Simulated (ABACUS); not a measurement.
CsPbCl3:

```xyz
5
Lattice="5.6050 0.0000 0.0000 0.0000 5.6050 0.0000 0.0000 0.0000 5.6050" Properties=species:S:1:pos:R:3 pbc="T T T"
Pb    2.8025    2.8025    2.8025
Cs    0.0000    0.0000    0.0000
Cl    2.8025    0.0000    2.8025
Cl    0.0000    2.8025    2.8025
Cl    2.8025    2.8025    0.0000
```

Base run:

- Program: ABACUS 3.10.1
- Functional: PBE
- Potentials or basis: PseudoDojo NC FR 0.4 PBE standard
- Cutoff: 1361 eV
- Density cutoff: 5442 eV
- Basis: DZP LCAO (the cutoffs set its grid)
- k mesh: 3 × 3 × 3
- Occupations: fermi-dirac, width 0.05 eV
- Spin: spin-orbit coupling, no magnetisation

Its results: band gap on the k mesh 3.44 eV, direct; pressure 1.9 GPa.

Task: The run is repeated on the same cell with these changes: spin from spin-orbit coupling, no magnetisation to no spin polarisation; symmetry key from 0 to 1. What comes out?

Result: Band gap on the k mesh 4.28 eV, direct; pressure 2.0 GPa.

Caveats: the atomic orbitals were generated for these runs and aren't a published set; an odd mesh through Γ misses points on the zone boundary, where band edges often lie; the basis of atomic orbitals isn't converged, which shifts pressures, moduli and gaps; spin-orbit coupling is left out, which as a rule narrows the gap of such compounds by several tenths of an eV (some runs).
